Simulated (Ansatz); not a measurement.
**Phase order of Hg**

Structure types of Hg are relaxed in primitive cells with their symmetry kept at 0 GPa, first on PAW files, then by LAPW. The enthalpy is E + pV at zero temperature, without zero-point motion. Only the types listed were tried, and differences under about 5 meV/atom are mesh noise. The real phase may be another.

Level of theory: DFT with LDA, scalar-relativistic, in Ansatz 0.2.0; Fermi–Dirac smearing of 0.05 eV, no spin polarisation. LAPW: all electrons, basis error target 0.5 meV/atom; PAW: frozen-core files, cutoff 420 eV.

k meshes: fcc 16×16×16, bcc 16×16×16, hcp 15×15×8, sc 14×14×14, diamond 12×12×12.

Spin–orbit coupling is left out, which matters for the heavy atoms. The PAW files were made under PBE.

Problem. Which type is lowest in enthalpy, and by how much?

Solution. sc, 14 meV/atom below bcc. The whole table:

| start type | ends as | a, b, c (Å) | V (Å³/atom) | H − H(lowest), LAPW (meV/atom) | same, PAW |
| --- | --- | --- | --- | --- | --- |
| fcc | fcc, Fm-3m | 4.443, 4.443, 4.443 | 21.93 | 16.5 | 16.8 |
| bcc | bcc, Im-3m | 3.561, 3.561, 3.561 | 22.58 | 13.9 | 14.1 |
| hcp | hcp, P6_3/mmc | 3.179, 3.179, 5.051 | 22.11 | 22.5 | 22.8 |
| sc | sc, Pm-3m | 2.891, 2.891, 2.891 | 24.16 | 0.0 | 0.0 |
| diamond | diamond, Fd-3m | 6.446, 6.446, 6.446 | 33.48 | 265.5 | 265.2 |
